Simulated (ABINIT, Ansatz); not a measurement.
# NaCl (Fm-3m): modes at Γ and the response to a field

Which modes does NaCl (Fm-3m) have at the zone centre?

Main program and level: ABINIT 10.8.3; DFT LDA, scalar-relativistic, plane waves, PseudoDojo norm-conserving pseudopotentials.

The database entry behind the starting cell differs from later determinations by our own check (an axis about 0.4 % short against later determinations), so it need not match the best structure at ambient conditions.

## (1) Set-up

It takes space group Fm-3m (No. 225, cubic). The conventional cell has a = 5.466 Å, b = 5.466 Å, c = 5.466 Å, α = 90.00°, β = 90.00°, γ = 90.00°. Nearest to Na lie 6 Cl at 2.73 Å. Nearest to Cl lie 6 Na at 2.73 Å. Farther neighbours and most contacts between anions are not listed.

Coordinates:

```cif
data_structure
_symmetry_space_group_name_H-M 'P 1'
_symmetry_Int_Tables_number 1
_cell_length_a 3.8654
_cell_length_b 3.8654
_cell_length_c 3.8654
_cell_angle_alpha 60.000
_cell_angle_beta 60.000
_cell_angle_gamma 60.000
_cell_volume 40.84
loop_
_atom_site_label
_atom_site_type_symbol
_atom_site_fract_x
_atom_site_fract_y
_atom_site_fract_z
_atom_site_occupancy
Na1 Na 0.00000 0.00000 0.00000 1
Cl2 Cl 0.50000 0.50000 0.50000 1
```

## (2) Relaxation

The harmonic expansion starts where the forces on the atoms vanish, and stress shifts the frequencies, so cell and atoms are relaxed with tight thresholds.

The starting cell comes from a relaxation made beforehand in Ansatz (LDA, PseudoDojo NC).

relax.abi

```
# relaxation
ionmov 2
optcell 2
ecutsm 0.5
dilatmx 1.08
ntime 40
tolmxf 2.0d-06
tolvrs 1.0d-14
prtwf 0
prtden 0
chksymtnons 0

# basis, mesh and filling
ecut 38.0
ngkpt 8 8 8
nshiftk 1
shiftk 0.0 0.0 0.0
istwfk *1
occopt 1
nband 8
nstep 100
diemac 9.0
prtebands 0
prtgsr 0
useylm 1

# cell and atoms
acell 3*1.0 Angstrom
rprim 
    0.0 2.733249468 2.733249468
    2.733249468 0.0 2.733249468
    2.733249468 2.733249468 0.0
ntypat 2
znucl 11 17
natom 2
typat 1 2
xred 
    0.0 0.0 0.0
    0.5 0.5 0.5
pp_dirpath "./pseudo"
pseudos "Na.upf, Cl.upf"
```

The run is started by

```bash
OMP_NUM_THREADS=1 mpirun -n 2 abinit relax.abi > relax.log
```

Numbers of over 12 decimals in the logs are rounded to 6 here.

relax.abo, the main output file:

```text
[banners, grids, parts of the stress and lines that vanish by symmetry left out]
- input  file    -> relax.abi
- output file    -> relax.abo
- root for input  files -> relaxi
[...]
Symmetries : space group Fm -3 m (#225); Bravais cF (face-center cubic)
[...]
mpw =        3912          nfft =       91125          nkpt =          29
[...]
== DATASET  1 ==================================================================
[...]
cutoff_energies: {ecut:  38.0, pawecutdg:  -1.0, }
[...]
ETOT  1  -61.998298428814    -6.200E+01 4.210E-01 6.714E+01
 ETOT  2  -62.147438247478    -1.491E-01 2.373E-05 6.972E+00
 ETOT  3  -62.148526034898    -1.088E-03 4.710E-06 1.745E-01
 ETOT  4  -62.148545350416    -1.932E-05 6.965E-08 6.231E-03
 ETOT  5  -62.148545542878    -1.925E-07 7.206E-09 2.057E-04
[...]
At SCF step   11       vres2   =  4.92E-17 < tolvrs=  1.00E-14 =>converged.
[...]
sigma(1 1)=  5.61042674E-07  sigma(3 2)=  0.00000000E+00
  sigma(2 2)=  5.61042674E-07  sigma(3 1)=  0.00000000E+00
  sigma(3 3)=  5.61042674E-07  sigma(2 1)=  0.00000000E+00
[...]
convergence: {deltae: -2.579E-12, res2:  4.924E-17, residm:  1.014E-20, diffor: null, }
etotal    :  -6.21485456E+01
[...]
ETOT  1  -62.148545575061    -6.215E+01 1.311E-09 2.187E-04
[...]
At SCF step    8       vres2   =  4.27E-16 < tolvrs=  1.00E-14 =>converged.
[...]
sigma(1 1)=  5.13696388E-07  sigma(3 2)=  0.00000000E+00
  sigma(2 2)=  5.13696388E-07  sigma(3 1)=  0.00000000E+00
  sigma(3 3)=  5.13696388E-07  sigma(2 1)=  0.00000000E+00
[...]
convergence: {deltae: -9.450E-13, res2:  4.267E-16, residm:  3.628E-20, diffor: null, }
etotal    :  -6.21485456E+01
[...]
ETOT  1  -62.148543512780    -6.215E+01 2.668E-09 2.571E-02
[...]
ETOT  8  -62.148545632145     2.785E-12 4.374E-18 4.839E-14
 ETOT  9  -62.148545632146    -5.826E-13 1.475E-20 8.899E-17
 At SCF step    9       vres2   =  8.90E-17 < tolvrs=  1.00E-14 =>converged.
[...]
sigma(1 1)= -6.09160274E-09  sigma(3 2)=  0.00000000E+00
  sigma(2 2)= -6.09160274E-09  sigma(3 1)=  0.00000000E+00
  sigma(3 3)= -6.09160274E-09  sigma(2 1)=  0.00000000E+00
[...]
convergence: {deltae: -5.826E-13, res2:  8.899E-17, residm:  1.475E-20, diffor: null, }
etotal    :  -6.21485456E+01
[...]
At Broyd/MD step   3, gradients are converged :
[...]
sigma(1 1)= -6.09160274E-09  sigma(3 2)=  0.00000000E+00
  sigma(2 2)= -6.09160274E-09  sigma(3 1)=  0.00000000E+00
  sigma(3 3)= -6.09160274E-09  sigma(2 1)=  0.00000000E+00
[...]
- sigma(1 1)= -1.79221140E-04  sigma(3 2)=  0.00000000E+00
- sigma(2 2)= -1.79221140E-04  sigma(3 1)=  0.00000000E+00
- sigma(3 3)= -1.79221140E-04  sigma(2 1)=  0.00000000E+00
[...]
fcart     -0.0000000000E+00 -0.0000000000E+00 -0.0000000000E+00
           strten     -6.0916027379E-09 -6.0916027379E-09 -6.0916027361E-09
================================================================================

[key lines of the parts left out:]
pressure_GPa:   1.7922E-04
Total energy (etotal) [Ha]= -6.21485456321461E+01
```

The job ended after 45 s (2 MPI ranks of Arm Neoverse V2, shared host; 89 s of CPU time).

Little changed from the start: no atom moved by 0.005 Å and no cell edge by 0.1 %.

Numbers from this step:

| Item | Value |
| --- | --- |
| volume per atom | 20.41 Å³ |
| pressure | 1.79e-4 GPa |

## (3) Self-consistent run for the response

First-order wavefunctions inherit every error of the ground state, hence the very tight tolvrs. The mesh is shifted off Γ, since shifted meshes converge sums over the zone faster.

gs.abi

```
# ground state
tolvrs 1.0d-16
prtden 1
prtwf 1

# basis, mesh and filling
ecut 38.0
ngkpt 6 6 6
nshiftk 4
shiftk 
    0.5 0.5 0.5
    0.5 0.0 0.0
    0.0 0.5 0.0
    0.0 0.0 0.5
istwfk *1
occopt 1
nband 8
nstep 100
diemac 9.0
prtebands 0
prtgsr 0
useylm 1

# cell and atoms
acell 3*1.0 Angstrom
rprim 
    0.0 2.73270463 2.73270463
    2.73270463 0.0 2.73270463
    2.73270463 2.73270463 0.0
ntypat 2
znucl 11 17
natom 2
typat 1 2
xred 
    0.0 0.0 0.0
    0.5 0.5 0.5
pp_dirpath "./pseudo"
pseudos "Na.upf, Cl.upf"
```

The run is started by

```bash
OMP_NUM_THREADS=1 mpirun -n 2 abinit gs.abi > gs.log
```

gs.abo, the main output file:

```text
[banners, grids, parts of the stress and lines that vanish by symmetry left out]
- input  file    -> gs.abi
- output file    -> gs.abo
- root for input  files -> gsi
[...]
Symmetries : space group Fm -3 m (#225); Bravais cF (face-center cubic)
[...]
mpw =        3097          nfft =       91125          nkpt =          28
[...]
== DATASET  1 ==================================================================
[...]
cutoff_energies: {ecut:  38.0, pawecutdg:  -1.0, }
[...]
ETOT  1  -62.006487753340    -6.201E+01 6.978E-01 6.329E+01
 ETOT  2  -62.148155003895    -1.417E-01 9.087E-06 3.020E+00
 ETOT  3  -62.148552787998    -3.978E-04 1.812E-06 2.058E-01
 ETOT  4  -62.148575881560    -2.309E-05 7.425E-08 3.065E-03
 ETOT  5  -62.148576060196    -1.786E-07 1.679E-09 7.362E-05
[...]
ETOT 11  -62.148576064814    -2.345E-12 2.996E-20 7.319E-16
 ETOT 12  -62.148576064809     4.874E-12 2.180E-22 6.808E-18
 At SCF step   12       vres2   =  6.81E-18 < tolvrs=  1.00E-16 =>converged.
[...]
sigma(1 1)=  1.10080871E-05  sigma(3 2)=  0.00000000E+00
  sigma(2 2)=  1.10080871E-05  sigma(3 1)=  0.00000000E+00
  sigma(3 3)=  1.10080871E-05  sigma(2 1)=  0.00000000E+00
[...]
convergence: {deltae:  4.874E-12, res2:  6.808E-18, residm:  2.180E-22, diffor: null, }
etotal    :  -6.21485761E+01
[...]
sigma(1 1)=  1.10080871E-05  sigma(3 2)=  0.00000000E+00
  sigma(2 2)=  1.10080871E-05  sigma(3 1)=  0.00000000E+00
  sigma(3 3)=  1.10080871E-05  sigma(2 1)=  0.00000000E+00
[...]
- sigma(1 1)=  3.23869105E-01  sigma(3 2)=  0.00000000E+00
- sigma(2 2)=  3.23869105E-01  sigma(3 1)=  0.00000000E+00
- sigma(3 3)=  3.23869105E-01  sigma(2 1)=  0.00000000E+00
[...]
fcart     -0.0000000000E+00 -0.0000000000E+00 -0.0000000000E+00
           strten      1.1008087137E-05  1.1008087137E-05  1.1008087137E-05
================================================================================

[key lines of the parts left out:]
pressure_GPa:  -3.2387E-01
```

Elapsed: 17 s, on 2 MPI ranks.

Read from the output:

| Quantity | Value |
| --- | --- |
| pressure | -0.3239 GPa |

The cell stands at -0.32 GPa: the relaxation ran with a smoothed cutoff and on another k mesh.

## (4) The gap at rest

Empty bands on the ground state's density check that the gap assumed so far is there in this cell.

gap.abi

```
# empty bands on the ground state's density
iscf -2
getden_filepath "gso_DEN"
tolwfr 1.0d-12
nbdbuf 2
prtwf 0

# basis, mesh and filling
ecut 38.0
ngkpt 8 8 8
nshiftk 1
shiftk 0.0 0.0 0.0
istwfk *1
occopt 1
nband 12
nstep 100
diemac 9.0
prtebands 0
prtgsr 0
useylm 1

# cell and atoms
acell 3*1.0 Angstrom
rprim 
    0.0 2.73270463 2.73270463
    2.73270463 0.0 2.73270463
    2.73270463 2.73270463 0.0
ntypat 2
znucl 11 17
natom 2
typat 1 2
xred 
    0.0 0.0 0.0
    0.5 0.5 0.5
pp_dirpath "./pseudo"
pseudos "Na.upf, Cl.upf"
```

The run is started by

```bash
OMP_NUM_THREADS=1 mpirun -n 2 abinit gap.abi > gap.log
```

gap.abo, the main output file:

```text
[banners, grids, parts of the stress and lines that vanish by symmetry left out]
- input  file    -> gap.abi
- output file    -> gap.abo
- root for input  files -> gapi
[...]
Symmetries : space group Fm -3 m (#225); Bravais cF (face-center cubic)
[...]
mpw =        3119          nfft =       91125          nkpt =          29
[...]
== DATASET  1 ==================================================================
[...]
cutoff_energies: {ecut:  38.0, pawecutdg:  -1.0, }
[...]
-outvars: echo values of variables after computation
            acell      1.8897261259E+00  1.8897261259E+00  1.8897261259E+00 Bohr
================================================================================
```

The job ended after 13 s (2 MPI ranks; 25 s of CPU time).

This step gave:

| Item | Value |
| --- | --- |
| gap on the k-mesh | 5.073 eV |

In this cell the gap on the mesh is 5.1 eV, direct, so fixed occupations hold.

## (5) Zone-centre response

The derivative of the wavefunctions by k comes first, since the response to a field is built on it; then the field and the displacements that symmetry doesn't supply are solved at q = 0.

It reads the wavefunctions written in step 3.

dfpt_gamma.abi

```
ndtset 2

# common to the responses
getwfk_filepath "gso_WFK"
kptopt 2
nqpt 1
qpt 0.0 0.0 0.0
asr 0
chneut 0

# d/dk
rfelfd1 2
rfdir1 1 1 1
iscf1 -3
tolwfr1 1.0d-20

# displacements, field
rfphon2 1
rfatpol2 1 2
rfdir2 1 1 1
rfelfd2 3
getddk2 1
tolvrs2 1.0d-10
prtwf2 0

# basis, mesh and filling
ecut 38.0
ngkpt 6 6 6
nshiftk 4
shiftk 
    0.5 0.5 0.5
    0.5 0.0 0.0
    0.0 0.5 0.0
    0.0 0.0 0.5
istwfk *1
occopt 1
nband 8
nstep 100
diemac 9.0
prtebands 0
prtgsr 0
useylm 1

# cell and atoms
acell 3*1.0 Angstrom
rprim 
    0.0 2.73270463 2.73270463
    2.73270463 0.0 2.73270463
    2.73270463 2.73270463 0.0
ntypat 2
znucl 11 17
natom 2
typat 1 2
xred 
    0.0 0.0 0.0
    0.5 0.5 0.5
pp_dirpath "./pseudo"
pseudos "Na.upf, Cl.upf"
```

The run is started by

```bash
OMP_NUM_THREADS=1 mpirun -n 2 abinit dfpt_gamma.abi > dfpt_gamma.log
```

dfpt_gamma.abo, the main output file:

```text
[banners, grids, parts of the stress and lines that vanish by symmetry left out]
- input  file    -> dfpt_gamma.abi
- output file    -> dfpt_gamma.abo
- root for input  files -> dfpt_gammai
[...]
DATASET    1 : space group Fm -3 m (#225); Bravais cF (face-center cubic)
[...]
nfft =       91125          nkpt =         432
[...]
DATASET    2 : space group Fm -3 m (#225); Bravais cF (face-center cubic)
[...]
nfft =       91125          nkpt =         432
[...]
== DATASET  1 ==================================================================
[...]
cutoff_energies: {ecut:  38.0, pawecutdg:  -1.0, }
[...]
- 17.00000   7.00000  180309                  znucl, zion, pspdat
[...]
Perturbation : derivative vs k along direction   1
[...]
-ETOT  1  -19.031122000069     -1.903E+01 8.754E-02 0.000E+00
 ETOT  2  -19.052073263963     -2.095E-02 1.512E-04 0.000E+00
 ETOT  3  -19.052115593788     -4.233E-05 4.280E-07 0.000E+00
 ETOT  4  -19.052115725986     -1.322E-07 1.219E-09 0.000E+00
 ETOT  5  -19.052115726445     -4.595E-10 5.965E-12 0.000E+00
[...]
At SCF step    9   max residual=  9.96E-21 < tolwfr=  1.00E-20 =>converged.
[...]
Perturbation : derivative vs k along direction   2
[...]
-ETOT  1  -19.031121999801     -1.903E+01 8.754E-02 0.000E+00
[...]
At SCF step    9   max residual=  9.96E-21 < tolwfr=  1.00E-20 =>converged.
[...]
Perturbation : derivative vs k along direction   3
[...]
-ETOT  1  -19.031121999533     -1.903E+01 8.754E-02 0.000E+00
[...]
At SCF step    9   max residual=  9.96E-21 < tolwfr=  1.00E-20 =>converged.
[...]
1        1       0.8947832136    0.0000000000
     1        2       0.4473916068   -0.0000000000
     1        3       0.4473916068    0.0000000000
     2        1       0.4473916068   -0.0000000000
     2        2       0.8947832136    0.0000000000
     2        3       0.4473916068    0.0000000000
     3        1       0.4473916068    0.0000000000
     3        2       0.4473916068    0.0000000000
     3        3       0.8947832136    0.0000000000
[...]
== DATASET  2 ==================================================================
[...]
cutoff_energies: {ecut:  38.0, pawecutdg:  -1.0, }
[...]
Perturbation : displacement of atom   1   along direction   1
[...]
-ETOT  1   3.586972     -1.105E+04 1.205E+01 1.415E+02
[...]
At SCF step   10       vres2   =  1.58E-12 < tolvrs=  1.00E-10 =>converged.
[...]
Perturbation : displacement of atom   2   along direction   1
[...]
-ETOT  1   1.537419     -6.403E+02 2.105E+00 1.047E+03
[...]
At SCF step    9       vres2   =  5.58E-11 < tolvrs=  1.00E-10 =>converged.
[...]
Perturbation : homogeneous electric field along direction   1
[...]
-ETOT  1  -34.491601447426     -3.449E+01 5.608E-01 3.120E+04
[...]
ETOT  9  -40.794210637372     -2.366E-12 1.335E-14 2.884E-10
 ETOT 10  -40.794210637372     -7.105E-14 4.898E-16 1.616E-11
 At SCF step   10       vres2   =  1.62E-11 < tolvrs=  1.00E-10 =>converged.
[...]
Dielectric tensor, in cartesian coordinates,
[...]
1    4   1    4         2.6763544149        -0.0000000000
   1    4   2    4        -0.0000000000        -0.0000000000
   1    4   3    4        -0.0000000000        -0.0000000000
   2    4   1    4        -0.0000000000        -0.0000000000
   2    4   2    4         2.6763544149        -0.0000000000
   2    4   3    4         0.0000000000        -0.0000000000
   3    4   1    4         0.0000000000        -0.0000000000
   3    4   2    4        -0.0000000000        -0.0000000000
   3    4   3    4         2.6763544149        -0.0000000000
  Effective charges, in cartesian coordinates,
[...]
1    1   1    4         1.0733480573         0.0000000000
   2    1   1    4         0.0000000000         0.0000000000
   3    1   1    4        -0.0000000000         0.0000000000
   1    2   1    4        -1.0732000132         0.0000000000
   2    2   1    4        -0.0000000000         0.0000000000
[...]
Effective charges, in cartesian coordinates,
[...]
2    4   1    2         0.0000000000         0.0000000000
   3    4   1    2         0.0000000000         0.0000000000
   1    4   2    2         0.0000000000         0.0000000000
   2    4   2    2        -1.0731999794         0.0000000000
   3    4   2    2         0.0000000000         0.0000000000
   1    4   3    2        -0.0000000000         0.0000000000
   2    4   3    2        -0.0000000000         0.0000000000
   3    4   3    2        -1.0731999794         0.0000000000
  Phonon wavevector (reduced coordinates) :  0.00000  0.00000  0.00000
 Phonon energies in Hartree :
[...]
Phonon frequencies in cm-1    :
-  4.752514E+00  4.752514E+00  4.752514E+00  1.887190E+02  1.887190E+02
-  1.887190E+02
  Phonon at Gamma, with non-analyticity in the
[...]
Phonon energies in Hartree :
[...]
Phonon frequencies in cm-1    :
-  4.752514E+00  4.752514E+00  4.753507E+00  1.887190E+02  1.887190E+02
-  2.698590E+02
  Phonon at Gamma, with non-analyticity in the
[...]
Phonon energies in Hartree :
[...]
Phonon frequencies in cm-1    :
-  4.752514E+00  4.752514E+00  4.753507E+00  1.887190E+02  1.887190E+02
-  2.698590E+02
  Phonon at Gamma, with non-analyticity in the
[...]
Phonon energies in Hartree :
[...]
Phonon frequencies in cm-1    :
-  4.752514E+00  4.752514E+00  4.753507E+00  1.887190E+02  1.887190E+02
-  2.698590E+02
[...]
fcart2     0.0000000000E+00  0.0000000000E+00  0.0000000000E+00
           strten2     0.0000000000E+00  0.0000000000E+00  0.0000000000E+00
================================================================================
```

Wall time 13 min (2 MPI ranks).

Read from the output:

```
miss of the charge sum rule                                       : 1.48e-4 e
largest acoustic frequency at the zone centre before the sum rule : 4.75 cm⁻¹
highest optical zone-centre mode (no LO-TO term)                  : 188.7 cm⁻¹
lowest optical zone-centre mode                                   : 188.7 cm⁻¹
mean high-frequency dielectric constant                           : 2.676
largest Born charge in size (third of the trace)                  : 1.073 e
```

Born charge (rows field, columns displacement), before the sum rule (e), principal values of the symmetric part by kind of site:

```csv
atom,atoms with these values,low,middle,high,mean
Na1,1,1.07,1.07,1.07,1.07
Cl2,1,-1.07,-1.07,-1.07,-1.07
```

In full for Cl2:

```
-1.07  0.00  0.00
 0.00 -1.07  0.00
 0.00  0.00 -1.07
```

High-frequency dielectric tensor:

```
2.68 0.00 0.00
0.00 2.68 0.00
0.00 0.00 2.68
```

The acoustic modes at Γ come out as far as 4.8 cm⁻¹ from zero, where they should vanish, a small numerical error; the Born charges miss their sum rule by 1.5e-4 e, which is good.

(Part 1 of 2 ends here.)

[Host names and launcher messages were left out of these logs when they were recorded.]

[Logs are printed without paths, hosts, clocks, repeated set-up lines and the standing remarks that a program may print on its own settings, such as how far it seeks lower states.]

[Hosts, paths, dates, database ids (printed as entryN), source tags and the programs' standing remarks are cut or masked in the printed files.]
